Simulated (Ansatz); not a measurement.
# CoO (Fm-3m): zero-pressure volume and bulk modulus with BLYP

The task here is to estimate one member of a computed series from the others.

Method: DFT BLYP with U = 3.3 eV on Co 3d, scalar-relativistic, plane waves, PAW, in Ansatz 0.2.0.

2 further runs of the same task are left out: 1 that didn't finish, 1 set aside as unsound or not needed. Runs told in other sessions of the task aren't counted.

## Starting point

Symmetry: Fm-3m, No. 225, cubic system. Conventional cell: a = 4.263 Å, b = 4.263 Å, c = 4.263 Å, α = 90.00°, β = 90.00°, γ = 90.00°. Around Co (site symmetry m-3m) lie 6 O at 2.13 Å. O (site symmetry m-3m) has 6 Co at 2.13 Å in its first shell of neighbours.

Coordinates:

```cif
data_structure
_symmetry_space_group_name_H-M 'P 1'
_symmetry_Int_Tables_number 1
_cell_length_a 3.0144
_cell_length_b 3.0144
_cell_length_c 3.0144
_cell_angle_alpha 60.000
_cell_angle_beta 60.000
_cell_angle_gamma 60.000
_cell_volume 19.37
loop_
_atom_site_label
_atom_site_type_symbol
_atom_site_fract_x
_atom_site_fract_y
_atom_site_fract_z
_atom_site_occupancy
Co1 Co 0.00000 0.00000 0.00000 1
O1 O 0.50000 0.50000 0.50000 1
```

An earlier run on this cell at PBE+U (U_eff = 3.3 eV on Co 3d) gave 8.17 GPa at 9.684 Å³/atom (10×10×10 mesh), mesh gap 1.24 eV, spin moments in the atoms' spheres Co 2.60; O 0.23 μB. The cell is compressed at this level.

Set-up of the first run:

Contents of input.yaml:

```yaml
crystal:
  lattice:
    - [0.0, 2.1315016559, 2.1315016559]
    - [2.1315016559, 0.0, 2.1315016559]
    - [2.1315016559, 2.1315016559, 0.0]
  atoms:
    - { symbol: Co, position: [0.0, 0.0, 0.0], spin: 2.86 }
    - { symbol: O, position: [0.5, 0.5, 0.5] }
basis:
  ecutwfc: 420
  ecutrho_ratio: 4
kpoints:
  mp_grid: { grid: [10, 10, 10] }
hamiltonian:
  xc: blyp
  hubbard: { sites: [{ species: Co, l: d, u_eff: 3.3 }] }
scf:
  occupations: { method: gaussian, width: 0.05 }
  lower_state_search: "off"
output:
  forces: true
  stress: true
  eigenvalues: true
  populations: true
  hubbard: { sites: [{ species: Co, l: d }] }
magnetization:
  spin_polarized: true
checkpoint:
  read: start.run
  write: ck
  compress: false
  write_wavefunctions: false
  write_every: 100000
```

start.run holds the state of a PBE+U run on this cell.

Started as:

```
$ ansatz run input.yaml --threads 4 --pin off --max-ram 8192MiB --backend cpu --events-out ev --progress --plain --runs-dir out
```

Among the steps run: At the given cell; Stepping to 10.685 Å³/atom; Stepping to 10.523 Å³/atom; Volume × 0.98 of the new zero; Volume × 1.02 of the new zero; Volume × 0.96 of the new zero; Volume × 1.04 of the new zero.

One of the session's tables, all rows but one given; the rest of the session is left out.

It belongs to the step «Energy and pressure against volume». 

| volume (Å³/atom) | energy (meV/atom) | pressure (GPa) |
| --- | --- | --- |
| 10.102 | 8.82 | 6.95 |
| 10.312 | 2.08 | 3.29 |
| 10.523 | 0.00 | 0.02 |
| 10.733 | ? | ? |
| 10.944 | 7.56 | -5.55 |

**Question.** Estimate the row for volume (Å³/atom) = 10.733.

Worked estimate for «energy (meV/atom)». A straight line through the neighbours (10.523, 0.00) and (10.944, 7.56) gives 0.00 + (7.56 − 0.00) × (10.733 − 10.523) / (10.944 − 10.523) = 3.77; a parabola fitted to 3 rows on both sides gives 1.82.

As computed: energy (meV/atom): 2.00; pressure (GPa): -2.92. In «energy (meV/atom)» the line misses by +1.77 and the parabola by -0.18.

Caveats from the session: Warnings in the runs' records: symmetry narrowed by occupation matrices, stability check not made.
